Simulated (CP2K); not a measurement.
The system is NbAs.

```
CELL_PARAMETERS angstrom
6.32951 0.00000 0.00000
4.44718 4.50392 0.00000
-5.38835 -2.25196 2.44072
ATOMIC_POSITIONS crystal
Nb 0.50000 0.00000 0.50000
Nb 0.75000 0.75000 0.00000
As 0.91600 0.41600 0.50000
As 0.16600 0.16600 0.00000
```

Base run:

```yaml
Program: CP2K 2026.2
Functional: LDA
Potentials_or_basis: POTENTIAL_UZH Nb GTH-PBE-q13, As GTH-PBE-q5; TZVP-MOLOPT-PBE-GTH basis
Density_cutoff: 9184 eV
k_mesh: 11 × 11 × 11
Occupations: fermi-dirac, width 0.05 eV
Spin: no spin polarisation
```

Its results: band gap on the k mesh 0.03 eV, indirect (least direct gap 0.08 eV); pressure -0.1 GPa; largest force 0.312 eV/Å.

Question: After a change of settings the same cell gave: band gap on the k mesh none (metal or under the smearing width); pressure 6.9 GPa; largest force 0.312 eV/Å. Which change was it?
A. functional from LDA to MS2
B. functional from LDA to AM05
C. functional from LDA to RPBE
D. functional from LDA to PBEsol

Answer: C.

RPBE binds less tightly than LDA, so the same cell stands under more pressure.

Caveats: the potentials were made for another functional, which shifts forces and pressure; the basis of atomic orbitals isn't converged, which shifts pressures, moduli and gaps; an odd mesh through Γ misses points on the zone boundary, where band edges often lie (some runs).

Runs at the PBE level aren't shown here.
